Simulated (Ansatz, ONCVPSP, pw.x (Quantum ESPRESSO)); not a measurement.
# Mo: does the ONCV potential hold in the solid?

| Property | Result |
| --- | --- |
| Element | Mo (Z = 42) |
| Generator | ONCVPSP 4.0.1.1 (patched build) |
| Type | optimised norm-conserving Vanderbilt (ONCV) |
| Functional | PBE |
| Relativity | scalar-relativistic |
| Frozen core | [Kr] |
| Valence charge | 6 |
| Reference configuration | 4d5 5s1 |
| Partial waves | 5s: rc 3.05 bohr, ncon 5, nbas 9, qcut 1.8 1/bohr, 1 projector; p scattering state at 0.24 Ha: rc 3.25 bohr, ncon 4, nbas 8, qcut 2.7 1/bohr, 2 projectors, debl 2.1 Ha; 4d: rc 2.05 bohr, ncon 4, nbas 9, qcut 7.7 1/bohr, 2 projectors, debl 3.9 Ha |
| Local potential | polynomial inside 1.65 bohr (lpopt 5, dvloc0 6 Ha) |
| Core correction | none |

In the p channel the program set the typed energies aside and used 0.050, 2.150 Ha.

Atomic tests: cutoffs needed: 18 Ha and 22 Ha (the cutoffs (Ha) at which the residual kinetic energy of the hardest occupied pseudo-wave falls to 1 and 0.1 mHa per electron); ghost test: no bound ghost flagged; no localised positive-energy state flagged; largest excitation error: +69 meV (all-electron minus pseudo) for 4d4 5s0, out of 4 test configurations.

Crystal test: fcc Mo in pw.x 7.5, no spin, 14³ k-points, Fermi–Dirac smearing 0.01 Ry, cutoffs 55/220 Ry. The lattice is a test structure that the element need not adopt, and mesh and smearing are coarse.

pw.x input:

```
&control
  calculation='scf', prefix='x', pseudo_dir='./', outdir='./tmp', tstress=.true., disk_io='none'
/
&system
  ibrav=0, nat=1, ntyp=1, ecutwfc=55, ecutrho=220, nbnd=10,
  occupations='smearing', smearing='fd', degauss=0.01
/
&electrons
  conv_thr=1e-09, mixing_beta=0.4, electron_maxstep=70
/
ATOMIC_SPECIES
Mo 1.0 Mo.UPF
CELL_PARAMETERS angstrom
  0.00000000 2.00112437 2.00112437
  2.00112437 0.00000000 2.00112437
  2.00112437 2.00112437 0.00000000
ATOMIC_POSITIONS crystal
Mo 0.0000 0.0000 0.0000
K_POINTS automatic
14 14 14 0 0 0
```

```bash
pw.x < Mo.scf.in > Mo.scf.out
```

How does the run end?

It converges; the pressure is -2.53 GPa against 0.44 GPa from all-electron LAPW. The largest radius (3.25 bohr) exceeds half the bond length (2.67 bohr), so the spheres overlap, which is one possible source of error among others. The log shows:

```
     charge density cutoff     =     220.0000  Ry
     scf convergence threshold =      1.0E-09
     Exchange-correlation= PBE
     number of k points=   104  Fermi-Dirac smearing, width (Ry)=  0.0100
     iteration #  1     ecut=    55.00 Ry     beta= 0.40
     total energy              =     -16.12336472 Ry
     estimated scf accuracy    <       0.13942160 Ry
     iteration #  2     ecut=    55.00 Ry     beta= 0.40
     total energy              =     -16.12348019 Ry
     estimated scf accuracy    <       0.01800213 Ry
     iteration #  3     ecut=    55.00 Ry     beta= 0.40
     total energy              =     -16.12676794 Ry
     estimated scf accuracy    <       0.00028905 Ry
     iteration #  4     ecut=    55.00 Ry     beta= 0.40
     total energy              =     -16.12685794 Ry
     estimated scf accuracy    <       0.00008875 Ry
     iteration #  5     ecut=    55.00 Ry     beta= 0.40
     total energy              =     -16.12687864 Ry
     estimated scf accuracy    <       0.00000421 Ry
     iteration #  6     ecut=    55.00 Ry     beta= 0.40
     total energy              =     -16.12688105 Ry
     estimated scf accuracy    <       0.00000032 Ry
     iteration #  7     ecut=    55.00 Ry     beta= 0.40
     total energy              =     -16.12688116 Ry
     estimated scf accuracy    <          2.3E-09 Ry
     iteration #  8     ecut=    55.00 Ry     beta= 0.40
     the Fermi energy is    13.2994 ev
!    total energy              =     -16.12688116 Ry
     estimated scf accuracy    <          4.6E-10 Ry
     smearing contrib. (-TS)   =      -0.00554705 Ry
     The total energy is F=E-TS. E is the sum of the following terms:
     one-electron contribution =       9.46077540 Ry
     hartree contribution      =       0.41211501 Ry
     xc contribution           =      -4.17065266 Ry
     ewald contribution        =     -21.82357186 Ry
     convergence has been achieved in   8 iterations
          total   stress  (Ry/bohr**3)                   (kbar)     P=      -25.30
     Message from routine punch:
     Nothing written, as per user request (disk_io='none')
```
